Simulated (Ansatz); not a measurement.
**SnS2 (P-3m1): scan of the energy under strain**

What does a strain cost in SnS2 (P-3m1)? Aim: a scan of the energy under strain, for SnS2 (P-3m1), run from a script.

All numbers are computed with Ansatz 0.2.0 through its Python package. Level of theory: DFT revPBE, plane waves, PAW.

**1. The structure**

It takes space group P-3m1 (No. 164, trigonal). The conventional cell has a = 3.639 Å, b = 3.639 Å, c = 5.868 Å, α = 90.00°, β = 90.00°, γ = 120.00°. Around Sn (site symmetry -3m) lie 6 S at 2.56 Å. S (site symmetry 3m) is surrounded by 3 Sn at 2.56 Å.

No structure file is read: the coordinates are typed or built in the script.

**2. The script**

strain_sns2.py

```python
"""A tetragonal strain scan of SnS2."""

import ansatz as az
import matplotlib.pyplot as plt
import numpy as np

VECTORS = np.array([
    [3.639, 0.0, 0.0],
    [-1.8195, 3.151466, 0.0],
    [0.0, 0.0, 5.868],
])
SITES = [
    ("Sn", [0.0, 0.0, 0.0]),
    ("S", [1 / 3, 2 / 3, 0.25]),
    ("S", [2 / 3, 1 / 3, 0.75]),
]


def make_crystal(cell):
    crystal = az.Crystal(lattice=az.Lattice.of(cell))
    for symbol, position in SITES:
        crystal = crystal.atom(symbol, position)
    return crystal


def main() -> None:
    # clamped ions: the fractional positions stay as typed
    values = np.linspace(-0.03, 0.03, 5)
    energies = []
    for d in values:
        strain = np.diag([d, d, (1 + d) ** -2 - 1])
        cell = VECTORS @ (np.eye(3) + strain)
        setup = (
            make_crystal(cell).calculation()
            .basis(530)
            .scf(lower_state_search="standard")
            .accuracy("low")
            .mixing("anderson")
            .functional("revpbe")
            .occupations("fermi_dirac", width=0.02)
            .kpoints(6, 6, 3)
            .stress()
        )
        report = setup.run(threads=1).report
        energies.append(report["free_energy_ev"] / len(SITES))
        s = report["stress_gpa"]
        print(f"d = {d:+.4f}  stress xx yy zz xy (GPa, compression positive): {s[0][0]:8.3f} {s[1][1]:8.3f} {s[2][2]:8.3f} {s[0][1]:8.3f}")
    energies = np.array(energies)

    for value, e in zip(values, energies):
        print(f"strain {value:7.3f}   E - Emin = {1000 * (e - energies.min()):9.3f} meV/atom")
    plt.figure(figsize=(4.5, 3))
    plt.plot(values, 1000 * (energies - energies.min()), "o-")
    plt.xlabel("strain")
    plt.ylabel("meV/atom")
    plt.tight_layout()
    plt.savefig("strain.png", dpi=100)
    curvature = 2 * np.polyfit(values, energies, 3)[1]
    volume = abs(np.linalg.det(VECTORS)) / len(SITES)
    print(f"d2E/dd2 over the volume: {curvature / volume * 160.21766:.1f} GPa")


if __name__ == "__main__":
    main()
```

**3. The input behind the calls**

The package turns the script's settings into the engine's input (first run):

```yaml
crystal:
  lattice:
    - [3.5298299999999996, 0.0, 0.0]
    - [-1.7649149999999998, 3.05692202, 0.0]
    - [0.0, 0.0, 6.2365819959613145]
  atoms:
    - { symbol: Sn, position: [0.0, 0.0, 0.0] }
    - { symbol: S, position: [0.3333333333333333, 0.6666666666666666, 0.25] }
    - { symbol: S, position: [0.6666666666666666, 0.3333333333333333, 0.75] }
accuracy: low
basis:
  ecutwfc: 530.0
kpoints:
  mp_grid:
    grid: [6, 6, 3]
hamiltonian:
  xc: revpbe
scf:
  lower_state_search: standard
  mixing:
    algorithm: anderson
  occupations:
    method: fermi_dirac
    width: 0.02
output:
  stress: true
```

**4. Running it**

Started as:

```sh
python strain_sns2.py
```

**Question.** How much energy does this tetragonal strain cost, and what curvature follows?

**Answer**, as computed:

```
                  quantity           value
curvature under the strain       461.6 GPa
             runs compared               5
           range of energy  36.44 meV/atom
      lowest point, strain           0.000
```

What this shows: Against the unstrained cell the energy per atom changes by +36.44 meV at one end of the scan and +21.68 meV at the other, and its second derivative over the volume is 461.6 GPa. Reading the output:
- The curvature belongs to this strain pattern and to the cell's stress; it equals a single elastic constant only for simple patterns.
- At these settings the cell as given stands under about 5 GPa, so it isn't at this functional's equilibrium volume.
- The ions keep their fractional positions (clamped ions).
